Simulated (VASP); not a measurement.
CaS (Oldhamite), 2 atoms in the cell. The structure is cubic, space group Fm-3m (No. 225). Conventional cell: a = 5.686 Å, b = 5.686 Å, c = 5.686 Å, α = 90.00°, β = 90.00°, γ = 90.00°. Ca (site symmetry m-3m) has 6 S at 2.84 Å as nearest neighbours. S (site symmetry m-3m) is surrounded by 6 Ca at 2.84 Å. 

| Quantity | Value |
| --- | --- |
| Program | VASP 6.6.1 |
| Task | band structure |
| Functional | LDA |
| Potentials or basis | VASP PAW LDA potentials, release 64 (Ca_sv, S) |
| Cutoff | 520 eV |
| k mesh | 8 × 8 × 8 |
| Occupations | gaussian, width 0.02 eV |
| Spin | no spin polarisation |
| Ladder | free |
| Further INCAR settings | ALGO = Fast; EDIFF = 1e-06 |

Potentials or basis: VASP PAW LDA potentials, release 64 (Ca_sv, S).

Launch:

```sh
$ cat potpaw_LDA.64/Ca_sv/POTCAR potpaw_LDA.64/S/POTCAR > POTCAR
$ mpirun -np 1 vasp_std > vasp.out
```

Hardware: 1 thread of Intel(R) Xeon(R) Platinum 8259CL CPU @ 2.50GHz (Skylake/Cascade Lake), on a shared host.

Q: Estimate the wall time of this run.

A: It took 53 s on 1 thread of Intel(R) Xeon(R) Platinum 8259CL CPU @ 2.50GHz (Skylake/Cascade Lake) (shared host), peak memory 0.16 GiB. Counts: scf iterations 54, k points 29.
